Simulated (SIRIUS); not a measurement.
**Rh in SIRIUS: the effect of dispersion**

The system is Rh.

```
Rh
1.0
     0.00000    1.89785    1.89785
     1.89785    0.00000    1.89785
     1.89785    1.89785    0.00000
Rh
1
Direct
  0.00000 0.00000 0.00000
```

Alike in all runs:

```yaml
Program: SIRIUS 7.12.0
Task: equation of state
Functional: PBE
Potentials_or_basis: all-electron FP-LAPW
Cutoff: 177 eV
Basis: apw+lo standard
k_mesh: 12 × 12 × 12
Occupations: fermi-dirac, width 0.05 eV
Spin: no spin polarisation
```

Task: One run gave: V0 of scaled cells 14.02 Å³/atom; B0 254 GPa. Which dispersion did it use?
A. D3(BJ)
B. D4
C. none
D. D3

Result: C.

```tsv
dispersion	V0 of scaled cells (Å³/atom)	B0 (GPa)
none	14.02	254
D3	13.60	284
D3(BJ)	13.62	284
D4	13.56	290
```

Not every run made on this cell is shown here.
